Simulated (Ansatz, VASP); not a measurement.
**GaP in VASP and in Ansatz**

```xyz
2
Lattice="0.0000 2.7526 2.7526 2.7526 0.0000 2.7526 2.7526 2.7526 0.0000" Properties=species:S:1:pos:R:3 pbc="T T T"
Ga    0.0000    0.0000    0.0000
P     1.3763    1.3763    1.3763
```

Alike in both runs: functional PBE; k mesh 8 × 8 × 8; occupations gaussian, width 0.02 eV; no spin polarisation.

Ansatz relaxed the structure, and its values are those at the end. VASP's run is a single point on that final structure, the one shown.

|  | VASP | Ansatz |
| --- | --- | --- |
| version | VASP 6.6.1 | Ansatz 0.2.0 |
| potentials or method | VASP PAW PBE potentials, release 64 (Ga_d, P) | scalar-relativistic, plane waves, PAW |
| plane-wave cutoff (eV) | 520 | 420 |
| valence electrons in the cell | 18 | 18 |

```tsv
	VASP	Ansatz	Ansatz less VASP
gap on the k mesh at the Fermi level (eV)	1.58	1.58	+0.003
least direct gap on the mesh (eV)	1.58	1.58	+0.003
pressure (GPa)	0.0	0.0	+0.01
```

With one functional, cell and mesh, what is left measures potentials, basis and numerics.

A k mesh can miss the band edges. As with any semilocal functional, this PBE gap is likely too small.
